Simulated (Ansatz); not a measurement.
Runs of Ansatz 0.2.0 on Zr. Symmetry: P6_3/mmc, No. 194, hexagonal system. Conventional cell: a = 3.232 Å, b = 3.232 Å, c = 5.147 Å, α = 90.00°, β = 90.00°, γ = 120.00°. Zr (site symmetry -6m2) has 12 Zr at 3.18 to 3.23 Å as nearest neighbours. 

```csv
task,level,potentials or basis,spin,cell,k mesh,cutoff (eV),smearing,basis error allowed,mesh quality,gap on the mesh (eV),pressure (GPa)
single point,PBE,"all-electron LAPW, scalar-relativistic",off,as given,9 × 9 × 5,174,gaussian 0.024 eV,0.001 eV/atom,not flagged,none,0.6
phonons,LDA,"all-electron LAPW, scalar-relativistic",off,as given,7 × 7 × 4,183,fermi-dirac 0.05 eV,0.001 eV/atom,coarse,none,-
elastic constants,PBE,"all-electron LAPW, scalar-relativistic",off,as given,7 × 7 × 4,184,fermi-dirac 0.05 eV,0.001 eV/atom,coarse,none,0.6
band structure,LDA,"all-electron LAPW, scalar-relativistic",off,as given,9 × 9 × 5,174,fermi-dirac 0.05 eV,0.001 eV/atom,not flagged,-,(a)
band structure,PBE,"all-electron LAPW, relativistic spinors","SOC, no magnetisation",as given,7 × 7 × 4,177,fermi-dirac 0.05 eV,0.001 eV/atom,coarse,-,0.6
relaxation of cell and atoms,PBEsol+D3(BJ),"all-electron LAPW, scalar-relativistic",off,relaxed,9 × 9 × 5,-,fermi-dirac 0.05 eV,0.001 eV/atom,not flagged,-,0.0
single point,PBE,"all-electron LAPW, scalar-relativistic",off,as given,5 × 5 × 3,153,fermi-dirac 0.04 eV,0.003 eV/atom,coarse,none,0.7
```

Task: Fill in the values left out.

Result: (a) -6.1.

Caveats: some runs use coarse meshes; the k mesh is thin for a metal, which can move the energy by tens of meV per atom (some runs); a metal's response needs a denser mesh (some runs); the elastic tensor has a negative eigenvalue, so either the cell is unstable as it stands or the mesh is too thin (some runs).

A k mesh can miss the band edges, and rows without SOC leave out spin-orbit coupling on Zr.

A gap of «none» marks a metal or a gap under the smearing width.
